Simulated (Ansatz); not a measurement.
## Eu: cell moment and energy less free atoms as volume scale varies

Results calculated with Ansatz 0.2.0, not measured. Periodic Kohn-Sham DFT of a crystal at fixed atoms, scaled to volume_scale times the given cell; pressure positive in compression, energy less spherical unpolarised free atoms, largest_vzz the field gradient of largest size among the nuclei.

The cell before it is scaled or strained (space group Im-3m, No. 229):
```
cell vectors (Å)
  -2.2438     2.2438     2.2438
   2.2438    -2.2438     2.2438
   2.2438     2.2438    -2.2438
atoms (fractions of the cell vectors)
Eu  0.00000  0.00000  0.00000
```

Settings of every row: method all-electron LAPW; functional PBEsol; relativity scalar; k mesh 10x10x10; filling fermi-dirac; smearing width 0.05 eV; basis error target 1 meV/atom; nucleus gaussian.

Atom:
| element | start moment (bohr magneton) |
| --- | --- |
| Eu | 7 |

Limits: no spin-orbit coupling on heavy atoms; open f shell, the state may not be the lowest; with one magnetic atom in the cell only parallel moments are possible.

| row | volume scale | V (Å³/atom) | cell moment (bohr magneton) | energy less free atoms (eV/atom) | pressure (GPa) |
| --- | --- | --- | --- | --- | --- |
| 1 | 0.95 | 42.928 | 7.327 | -10.5075 | -1.503 |
| 2 | 0.975 | 44.057 | 7.346 | -10.4961 | -1.753 |
| 3 | 1 | 45.187 | ? | ? | ? |
| 4 | 1.025 | 46.317 | 7.379 | -10.4683 | -2.167 |
| 5 | 1.05 | 47.446 | 7.394 | -10.4524 | -2.337 |

Question: what cell moment and energy less free atoms should row 3 give?

Worked fit of cell moment. Take t = volume scale − 1. The shown rows have t = -0.05, -0.025, 0.025, 0.05. Their means are -1.7347e-18 and 7.3615 bohr magneton; the sums about the means are S_tt = 0.00625 and S_ty = 0.004175, whose ratio is the slope. Least squares give cell moment = 7.3615 + 0.668 × t bohr magneton. The rows lie off it by -0.001, 0.001, 0.001, -0.001. The withheld row has t = 0, so the fit gives 7.3615 + 0.668 × (0) = 7.362 bohr magneton.

The calculation gave 7.363 bohr magneton. The fit lies 0.001 bohr magneton (1.5 % of the column's range) below it, one unit of the last digit.

Worked fit of energy less free atoms. Take u = (V_r/V)^(2/3) − 1 with V_r = 45.187 Å³ an atom, which is twice the finite (Eulerian) strain; such expansions in the strain, on which the Birch-Murnaghan equation of state is built, carry the rest volume and the bulk modulus. The shown rows have u = 0.03478, 0.01703, -0.01633, -0.032. Least squares give energy less free atoms = −10.48294 − 0.8355 × u + 3.72 × u² eV/atom; a straight line predicts inner rows, each left out in turn, worse (root mean square 0.0024 against 1.7e-05 eV/atom). All shown rows lie on it to the printed digit. The withheld row has u = 0, so the fit gives −10.48294 − 0.8355 × (0) + 3.72 × (0)² = -10.4829 eV/atom.

The calculation gave -10.4829 eV/atom. The fit meets it to the printed digit.

The other values of row 3: pressure -1.974 GPa.
